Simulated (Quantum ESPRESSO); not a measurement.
Runs of Quantum ESPRESSO 7.5 on ZrB2. It takes space group P6/mmm (No. 191, hexagonal). The conventional cell has a = 3.170 Å, b = 3.170 Å, c = 3.533 Å, α = 90.00°, β = 90.00°, γ = 120.00°. Around Zr (site symmetry 6/mmm) lie 12 B at 2.54 Å. B (site symmetry -6m2) is surrounded by 3 B at 1.83 Å. 

```tsv
task	level	potentials or basis	cell	k mesh	cutoff (eV)	SCF threshold	form of the LDA correlation	symmetry	gap on the mesh (eV)	pressure (GPa)	V0 of scaled cells (Å³/atom)	B0 (GPa)
equation of state	PBEsol	GBRV 1.5 PBEsol	as given	10 × 10 × 8	612	6e-10 Ry	-	-	-	-	10.08	250
equation of state	LDA	GBRV 1.5 LDA	as given	10 × 10 × 8	612	6e-10 Ry	PZ81	-	-	-	9.90	260
single point	PBEsol	GBRV 1.5 PBEsol	atoms moved at random, drawn with an rms of 0.05 Å	10 × 10 × 8	612	6e-10 Ry	-	-	none	-3.0	-	-
band structure	PBEsol	GBRV 1.5 PBEsol	as given	10 × 10 × 8	612	6e-10 Ry	-	-	none	-4.0	-	-
single point	PBEsol	GBRV 1.5 PBEsol	as given	10 × 10 × 8	612	6e-10 Ry	-	-	none	-4.0	-	-
equation of state	r2SCAN	SG15 PBE 1.2	as given	8 × 8 × 6	952	1e-08 Ry	-	off	-	-	(b)	243
band structure	r2SCAN	SG15 PBE 1.2	as given	8 × 8 × 6	952	1e-08 Ry	-	off	none	(a)	-	-
band structure	LDA	GBRV 1.5 LDA	as given	10 × 10 × 8	612	6e-10 Ry	PZ81	-	none	(c)	-	-
```

Alike in all rows: no spin polarisation; smearing fermi-dirac 0.05 eV.

Question: Fill in the values left out.

Answer: (a) -0.1; (b) 10.25; (c) -8.4.

Caveats: the cell was scaled at fixed shape and fractional positions, which overstates the stiffness of a crystal with free parameters, most of all of layers and chains (some runs); the potentials were made for another functional, which shifts forces and pressure (some runs).

A k mesh can miss the band edges, and the runs leave out spin-orbit coupling on Zr.

A gap of «none» marks a metal or a gap under the smearing width.
